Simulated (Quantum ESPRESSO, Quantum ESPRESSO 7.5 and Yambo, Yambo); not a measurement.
**A GW chain in Yambo: AlN (F-43m)**

How does a plane-wave GW calculation on AlN (F-43m) run from the first input to the gap?

Program: Quantum ESPRESSO 7.5 and Yambo 5.3.0. Level of theory: PBE and many-body steps on it, plane waves. Results are calculated unless marked as measured.

## 1. The structure

It takes space group F-43m (No. 216, cubic). The conventional cell has a = 4.368 Å, b = 4.368 Å, c = 4.368 Å, α = 90.00°, β = 90.00°, γ = 90.00°. Nearest to Al lie 4 N at 1.89 Å. N has 4 Al at 1.89 Å nearest. Farther neighbours and most contacts between anions are not listed.

The cell and positions are those that the Materials Project relaxed with its own functionals (PBE, PBE+U or r2SCAN), kept fixed. This is not the form that AlN usually takes at ambient conditions.

## 2. Ground state

This step: Quantum ESPRESSO 7.5; DFT, PBE, plane waves, norm-conserving pseudopotentials.

The ground-state density comes first.

pw.in reads:

```
&control
  calculation = 'scf'
  prefix = 'x'
  outdir = 'o'
  pseudo_dir = 'pseudo'
/
&system
  ibrav = 0
  nat = 2
  ntyp = 2
  ecutwfc = 72.0
  nbnd = 9
  force_symmorphic = .true.
/
&electrons
  conv_thr = 1e-10
  electron_maxstep = 80
  mixing_beta = 0.5
/
ATOMIC_SPECIES
  Al 26.982 Al.upf
  N 14.007 N.upf
CELL_PARAMETERS angstrom
  -0.0000000000 2.1839935596 2.1839935596
  2.1839935596 -0.0000000000 2.1839935596
  2.1839935596 2.1839935596 -0.0000000000
ATOMIC_POSITIONS crystal
  Al 0.0000000000 0.0000000000 0.0000000000
  N 0.7500000000 0.7500000000 0.7500000000
K_POINTS automatic
  8 8 8 0 0 0
```

Command:

```bash
> OMP_NUM_THREADS=1 mpirun -n 8 pw.x -nk 8 -in pw.in > pw.out
```

Output:

```text
Program PWSCF v.7.5 starts

     This program is part of the open-source Quantum ESPRESSO suite
     for quantum simulation of materials; please cite
         "P. Giannozzi et al., J. Phys.:Condens. Matter 21 395502 (2009);
         "P. Giannozzi et al., J. Phys.:Condens. Matter 29 465901 (2017);
         "P. Giannozzi et al., J. Chem. Phys. 152 154105 (2020);
     in publications or presentations arising from this work. More details at
     Message from routine setup:
     using ibrav=0 with symmetry is DISCOURAGED, use correct ibrav instead

     G-vector sticks info

     bravais-lattice index     =            0
     lattice parameter (alat)  =       5.8367  a.u.
     unit-cell volume          =     140.5985 (a.u.)^3
     number of atoms/cell      =            2
     number of atomic types    =            2
     number of electrons       =         8.00
     number of Kohn-Sham states=            9
     kinetic-energy cutoff     =      72.0000  Ry
     charge density cutoff     =     288.0000  Ry
     scf convergence threshold =      1.0E-10
     mixing beta               =       0.5000
     number of iterations used =            8  plain     mixing
     Exchange-correlation= PBE
                           (   1   4   3   4   0   0   0)

     celldm(1)=   5.836671  celldm(2)=   0.000000  celldm(3)=   0.000000
     celldm(4)=   0.000000  celldm(5)=   0.000000  celldm(6)=   0.000000

     crystal axes: (cart. coord. in units of alat)
               a(1) = (  -0.000000   0.707107   0.707107 )
               a(2) = (   0.707107  -0.000000   0.707107 )
               a(3) = (   0.707107   0.707107  -0.000000 )

     reciprocal axes: (cart. coord. in units 2 pi/alat)
               b(1) = ( -0.707107  0.707107  0.707107 )
               b(2) = (  0.707107 -0.707107  0.707107 )
               b(3) = (  0.707107  0.707107 -0.707107 )
     Pseudo is Norm-conserving + core correction, Zval =  3.0
     Generated using ONCVPSP code by D. R. Hamann
     Using radial grid of 1876 points,  6 beta functions with:
     Pseudo is Norm-conserving + core correction, Zval =  5.0
     Generated using ONCVPSP code by D. R. Hamann
     Using radial grid of 1058 points,  4 beta functions with:
     Al                3.00    26.98200     Al( 1.00)
     N                 5.00    14.00700     N ( 1.00)

     24 Sym. Ops. (no inversion) found

   Cartesian axes

     site n.     atom                  positions (alat units)
         1        Al     tau(   1) = (   0.0000000   0.0000000   0.0000000  )
         2        N      tau(   2) = (   1.0606602   1.0606602   1.0606602  )

     number of k points=    29
                       cart. coord. in units 2pi/alat
        k(    1) = (   0.0000000   0.0000000   0.0000000), wk =   0.0039062
        k(    2) = (   0.0883883   0.0883883  -0.0883883), wk =   0.0312500
        k(    3) = (   0.1767767   0.1767767  -0.1767767), wk =   0.0312500
        k(    4) = (   0.2651650   0.2651650  -0.2651650), wk =   0.0312500
        k(    5) = (  -0.3535534  -0.3535534   0.3535534), wk =   0.0156250
        k(    6) = (   0.1767767   0.0000000   0.0000000), wk =   0.0234375
        k(    7) = (   0.2651650   0.0883883  -0.0883883), wk =   0.0937500
        k(    8) = (   0.3535534   0.1767767  -0.1767767), wk =   0.0937500
        k(    9) = (  -0.2651650  -0.4419417   0.4419417), wk =   0.0937500
        k(   10) = (  -0.1767767  -0.3535534   0.3535534), wk =   0.0937500
     [... 17 further rows ...]
        k(   28) = (  -0.7071068   0.1767767  -0.0000000), wk =   0.0468750
        k(   29) = (  -0.7071068   0.3535534   0.0000000), wk =   0.0234375

     Dense  grid:    11575 G-vectors     FFT dimensions: (  32,  32,  32)

     Initial potential from superposition of free atoms

     starting charge       7.9975, renormalised to       8.0000
     Starting wfcs are    8 randomized atomic wfcs +    1 random wfcs

     per-process dynamical memory:    11.8 Mb

     Self-consistent Calculation

     iteration #  1     ecut=    72.00 Ry     beta= 0.50

     total energy              =     -25.41046356 Ry
     estimated scf accuracy    <       0.59622317 Ry

     iteration #  2     ecut=    72.00 Ry     beta= 0.50

     total energy              =     -25.57268590 Ry
     estimated scf accuracy    <       0.07135400 Ry

     iteration #  3     ecut=    72.00 Ry     beta= 0.50

     total energy              =     -25.58431093 Ry
     estimated scf accuracy    <       0.00446948 Ry

     iteration #  4     ecut=    72.00 Ry     beta= 0.50

     total energy              =     -25.58486038 Ry
     estimated scf accuracy    <       0.00103034 Ry

     iteration #  5     ecut=    72.00 Ry     beta= 0.50

     total energy              =     -25.58488936 Ry
     estimated scf accuracy    <       0.00009426 Ry

     iteration #  6     ecut=    72.00 Ry     beta= 0.50

     total energy              =     -25.58492155 Ry
     estimated scf accuracy    <       0.00003751 Ry

     iteration #  7     ecut=    72.00 Ry     beta= 0.50

     total energy              =     -25.58492377 Ry
     estimated scf accuracy    <       0.00000321 Ry

     iteration #  8     ecut=    72.00 Ry     beta= 0.50

     total energy              =     -25.58492416 Ry
     estimated scf accuracy    <       0.00000019 Ry

     iteration #  9     ecut=    72.00 Ry     beta= 0.50

     total energy              =     -25.58492420 Ry
     estimated scf accuracy    <       0.00000002 Ry

     iteration # 10     ecut=    72.00 Ry     beta= 0.50

     total energy              =     -25.58492420 Ry
     estimated scf accuracy    <          6.0E-09 Ry

     iteration # 11     ecut=    72.00 Ry     beta= 0.50

     total energy              =     -25.58492420 Ry
     estimated scf accuracy    <          2.2E-09 Ry

     iteration # 12     ecut=    72.00 Ry     beta= 0.50

     End of self-consistent calculation

          k = 0.0000 0.0000 0.0000 (  1459 PWs)   bands (ev):

    -8.0105   6.9566   6.9566   6.9566  11.1487  19.5460  19.5460  19.5460
    24.7019

          k = 0.0884 0.0884-0.0884 (  1438 PWs)   bands (ev):

    -7.7834   5.7786   6.8782   6.8782  12.0884  18.9662  19.7142  19.7142
    23.1487

          k = 0.1768 0.1768-0.1768 (  1447 PWs)   bands (ev):

    -7.1599   3.6989   6.7011   6.7011  13.4084  17.9339  19.3059  19.3059
    23.2695

          k = 0.2652 0.2652-0.2652 (  1441 PWs)   bands (ev):

     [... further k-points ...]

     highest occupied, lowest unoccupied level (ev):     6.9566   10.2814

!    total energy              =     -25.58492420 Ry
     estimated scf accuracy    <          5.2E-11 Ry

     The total energy is the sum of the following terms:
     one-electron contribution =      -0.92916136 Ry
     hartree contribution      =       5.64189831 Ry
     xc contribution           =      -8.49770195 Ry
     ewald contribution        =     -21.79995921 Ry

     convergence has been achieved in  12 iterations

     XML data file, charge density, pseudopotentials, collected wavefunctions

=------------------------------------------------------------------------------=
   JOB DONE.
=------------------------------------------------------------------------------=
```

The job ended after 1.8 s (8 MPI ranks of Arm Neoverse V1, shared host; peak memory 0.05 GiB).

Numbers from this step:

```yaml
total_energy: -348.1006 eV
gap: 3.325 eV
k_of_the_valence_top: 0, 0, 0
k_of_the_conduction_bottom: 0, -0.5, -0.5
least_direct_gap: 4.192 eV
```

The gap is indirect, with the least direct gap 0.87 eV higher.

## 3. Bands along the symmetry lines

The cheap functional maps the bands first; the places of the edges decide which points the dearer methods must see.

pw.in reads:

```
&control
  calculation = 'bands'
  prefix = 'x'
  outdir = 'o'
  pseudo_dir = 'pseudo'
/
&system
  ibrav = 0
  nat = 2
  ntyp = 2
  ecutwfc = 72.0
  nbnd = 10
  force_symmorphic = .true.
/
&electrons
  conv_thr = 1e-9
  electron_maxstep = 80
  diago_full_acc = .true.
  diago_thr_init = 5e-6
/
ATOMIC_SPECIES
  Al 26.982 Al.upf
  N 14.007 N.upf
CELL_PARAMETERS angstrom
  -0.0000000000 2.1839935596 2.1839935596
  2.1839935596 -0.0000000000 2.1839935596
  2.1839935596 2.1839935596 -0.0000000000
ATOMIC_POSITIONS crystal
  Al 0.0000000000 0.0000000000 0.0000000000
  N 0.7500000000 0.7500000000 0.7500000000
K_POINTS crystal
  50
  0.00000000 0.00000000 0.00000000 1
  -0.06250000 -0.06250000 0.00000000 1
  -0.12500000 -0.12500000 0.00000000 1
  -0.18750000 -0.18750000 0.00000000 1
  -0.25000000 -0.25000000 0.00000000 1
  -0.31250000 -0.31250000 0.00000000 1
  -0.37500000 -0.37500000 0.00000000 1
  -0.43750000 -0.43750000 0.00000000 1
  -0.50000000 -0.50000000 0.00000000 1
  -0.48437500 -0.48437500 0.03125000 1
  -0.46875000 -0.46875000 0.06250000 1
  -0.45312500 -0.45312500 0.09375000 1
  -0.43750000 -0.43750000 0.12500000 1
  -0.42187500 -0.42187500 0.15625000 1
  -0.40625000 -0.40625000 0.18750000 1
  -0.39062500 -0.39062500 0.21875000 1
  -0.37500000 -0.37500000 0.25000000 1
  -0.37500000 0.00000000 0.37500000 1
  -0.32812500 0.00000000 0.32812500 1
  -0.28125000 0.00000000 0.28125000 1
  -0.23437500 0.00000000 0.23437500 1
  -0.18750000 0.00000000 0.18750000 1
  -0.14062500 0.00000000 0.14062500 1
  -0.09375000 0.00000000 0.09375000 1
  -0.04687500 0.00000000 0.04687500 1
  0.00000000 0.00000000 0.00000000 1
  0.00000000 0.00000000 0.06250000 1
  0.00000000 0.00000000 0.12500000 1
  0.00000000 0.00000000 0.18750000 1
  0.00000000 0.00000000 0.25000000 1
  0.00000000 0.00000000 0.31250000 1
  0.00000000 0.00000000 0.37500000 1
  0.00000000 0.00000000 0.43750000 1
  0.00000000 0.00000000 0.50000000 1
  -0.06250000 -0.03125000 0.46875000 1
  -0.12500000 -0.06250000 0.43750000 1
  -0.18750000 -0.09375000 0.40625000 1
  -0.25000000 -0.12500000 0.37500000 1
  -0.31250000 -0.15625000 0.34375000 1
  -0.37500000 -0.18750000 0.31250000 1
  -0.43750000 -0.21875000 0.28125000 1
  -0.50000000 -0.25000000 0.25000000 1
  -0.50000000 -0.28125000 0.21875000 1
  -0.50000000 -0.31250000 0.18750000 1
  -0.50000000 -0.34375000 0.15625000 1
  -0.50000000 -0.37500000 0.12500000 1
  -0.50000000 -0.40625000 0.09375000 1
  -0.50000000 -0.43750000 0.06250000 1
  -0.50000000 -0.46875000 0.03125000 1
  -0.50000000 -0.50000000 0.00000000 1
```

Output:

```text
[banner, memory and clock lines left out]
Program PWSCF v.7.5 starts

     Atomic positions and unit cell read from directory:
     o/x.save/

     Message from routine setup:
     using ibrav=0 with symmetry is DISCOURAGED, use correct ibrav instead

     G-vector sticks info

     bravais-lattice index     =            0
     lattice parameter (alat)  =       5.8367  a.u.
     unit-cell volume          =     140.5985 (a.u.)^3
     number of atoms/cell      =            2
     number of atomic types    =            2
     number of electrons       =         8.00
     number of Kohn-Sham states=           10
     kinetic-energy cutoff     =      72.0000  Ry
     charge density cutoff     =     288.0000  Ry
     Exchange-correlation= PBE
                           (   1   4   3   4   0   0   0)

     celldm(1)=   5.836671  celldm(2)=   0.000000  celldm(3)=   0.000000
     celldm(4)=   0.000000  celldm(5)=   0.000000  celldm(6)=   0.000000

     crystal axes: (cart. coord. in units of alat)
               a(1) = (  -0.000000   0.707107   0.707107 )
               a(2) = (   0.707107  -0.000000   0.707107 )
               a(3) = (   0.707107   0.707107  -0.000000 )

     reciprocal axes: (cart. coord. in units 2 pi/alat)
               b(1) = ( -0.707107  0.707107  0.707107 )
               b(2) = (  0.707107 -0.707107  0.707107 )
               b(3) = (  0.707107  0.707107 -0.707107 )
     Pseudo is Norm-conserving + core correction, Zval =  3.0
     Generated using ONCVPSP code by D. R. Hamann
     Using radial grid of 1876 points,  6 beta functions with:
     Pseudo is Norm-conserving + core correction, Zval =  5.0
     Generated using ONCVPSP code by D. R. Hamann
     Using radial grid of 1058 points,  4 beta functions with:
     Al                3.00    26.98200     Al( 1.00)
     N                 5.00    14.00700     N ( 1.00)

     24 Sym. Ops. (no inversion) found

   Cartesian axes

     site n.     atom                  positions (alat units)
         1        Al     tau(   1) = (   0.0000000   0.0000000   0.0000000  )
         2        N      tau(   2) = (   1.0606602   1.0606602   1.0606602  )

     number of k points=    50
                       cart. coord. in units 2pi/alat
        k(    1) = (   0.0000000   0.0000000   0.0000000), wk =   0.0400000
        k(    2) = (   0.0000000   0.0000000  -0.0883883), wk =   0.0400000
        k(    3) = (   0.0000000   0.0000000  -0.1767767), wk =   0.0400000
[...]
[... 38 further rows ...]
        k(   49) = (   0.0441942  -0.0000000  -0.7071068), wk =   0.0400000
        k(   50) = (   0.0000000   0.0000000  -0.7071068), wk =   0.0400000

     Dense  grid:    11575 G-vectors     FFT dimensions: (  32,  32,  32)

     The potential is recalculated from file :
     o/x.save/charge-density

     Starting wfcs are    8 randomized atomic wfcs +    2 random wfcs

     Band Structure Calculation

     End of band structure calculation

          k = 0.0000 0.0000 0.0000 (  1459 PWs)   bands (ev):

    -8.0106   6.9565   6.9565   6.9565  11.1486  19.5460  19.5460  19.5460
    24.7019  24.7020

          k = 0.0000 0.0000-0.0884 (  1443 PWs)   bands (ev):

    -7.9338   6.6069   6.8734   6.8734  11.5309  19.2837  19.6564  19.6564
    22.9885  24.8199

          k = 0.0000 0.0000-0.1768 (  1439 PWs)   bands (ev):

    -7.7082   5.8262   6.6453   6.6453  12.3450  18.6407  19.9667  19.9667
    20.8183  25.1734

          k =-0.0000 0.0000-0.2652 (  1447 PWs)   bands (ev):

[...]
k = 0.0000 0.0000-0.3536 (  1475 PWs)   bands (ev):

[...]
k = 0.0000-0.0000-0.4419 (  1447 PWs)   bands (ev):

[...]
k =-0.0000 0.0000-0.5303 (  1451 PWs)   bands (ev):

[...]
k = 0.0000-0.0000-0.6187 (  1452 PWs)   bands (ev):

[...]
k = 0.5303-0.0000-0.5303 (  1472 PWs)   bands (ev):

[...]
k = 0.0000 0.0000 0.0000 (  1459 PWs)   bands (ev):

[...]
k = 0.1326 0.0000-0.7071 (  1448 PWs)   bands (ev):

[...]
k = 0.0884-0.0000-0.7071 (  1448 PWs)   bands (ev):

[...]
k = 0.0442-0.0000-0.7071 (  1442 PWs)   bands (ev):

    -5.3233   2.0804   5.1361   5.1367  10.3752  15.6803  20.8434  22.5096
    22.6842  30.5374

          k = 0.0000 0.0000-0.7071 (  1428 PWs)   bands (ev):

    -5.3253   2.0589   5.1811   5.1811  10.2814  15.6083  20.8765  22.6540
    22.6540  30.4717

     XML data file, pseudopotentials, collected wavefunctions
```

Wall time 1.3 s (8 MPI ranks); peak memory 0.05 GiB; 9.9 s of CPU time.

This step gave:

```yaml
gap: 3.325 eV
k_of_the_valence_top: 0, 0, 0
k_of_the_conduction_bottom: -0.5, -0.5, 0
least_direct_gap: 4.192 eV
```

The gap is 3.325 eV, as in the run before at this level.

The electronic bands at the labelled points (eV, zero at the top of the highest filled band; v1 is the highest filled band, c1 the lowest empty one):

```csv
point,v4,v3,v2,v1,c1,c2,c3,c4
Γ,-14.97,0.00,0.00,0.00,4.19,12.59,12.59,12.59
halfway,-13.84,-2.88,-0.98,-0.98,5.96,10.29,11.51,14.02
X,-12.28,-4.90,-1.78,-1.78,3.32,8.65,13.92,15.70
halfway,-12.27,-4.73,-2.47,-1.67,3.96,9.19,13.67,15.23
U,-12.30,-4.25,-3.63,-1.37,5.17,10.12,13.05,14.17
jump to K,-12.30,-4.25,-3.63,-1.37,5.17,10.12,13.05,14.17
halfway,-13.74,-3.54,-1.50,-0.20,7.34,10.30,11.41,12.58
Γ,-14.97,0.00,0.00,0.00,4.19,12.59,12.59,12.59
halfway,-14.12,-3.26,-0.26,-0.26,6.45,10.98,12.35,12.35
L,-12.92,-5.86,-0.48,-0.48,7.39,9.85,11.17,11.17
halfway,-12.60,-5.14,-2.22,-1.12,7.11,9.26,12.17,12.69
W,-12.23,-3.77,-3.44,-2.70,6.05,11.45,11.98,12.16
halfway,-12.25,-4.56,-2.40,-2.29,4.57,9.69,13.40,13.89
X,-12.28,-4.90,-1.78,-1.78,3.32,8.65,13.92,15.70
```

The electronic bands as a text plot (rows in eV, shown from -8.0 to 9.3 only):

```
    9.0 |         ++++++      ++                    +++       +++
    8.2 |                     ++                    +
    7.5 |                   ++  +              +++++ +
    6.8 |                        ++         +++       ++
    6.1 |    +++           +               +            ++++
    5.4 |  ++   ++        +        ++    ++                 +
    4.6 | +              +           +  +                    +
    3.9 |+        +++  ++             ++                      ++
    3.2 |            ++                                         +
    2.5 |
    1.7 |
    1.0 |
    0.3 |*                         ******
   -0.4 | ****              **********  *************
   -1.1 |  ** ****       ***    *****    **         ****
   -1.9 |    *    *******                  *         ** *     ***
   -2.6 |     **       **     ** **                    * *****
   -3.3 |       **       *****  *           *           *****
   -4.0 |         *      ***  **             **         *****
   -4.8 |          ******   **                 *       *     ****
   -5.5 |                                       * *****
   -6.2 |                                        *
   -6.9 |
   -7.6 |
         Γ           X  U|K            Γ         L        W     X
```

(Part 1 of 3 ends here.)

[Paths, hosts, dates, memory and timing lines, banners, echoed tables and standing remarks are left out of the program output.]

[Logs are printed without paths, hosts, clocks, repeated set-up lines and the standing remarks that a program may print on its own settings, such as how far it seeks lower states.]

[Runs of the session that timed out or met a known fault of the program may be left out.]

[Hosts, paths, dates, database ids (printed as entryN), source tags and the programs' standing remarks are cut or masked in the printed files.]
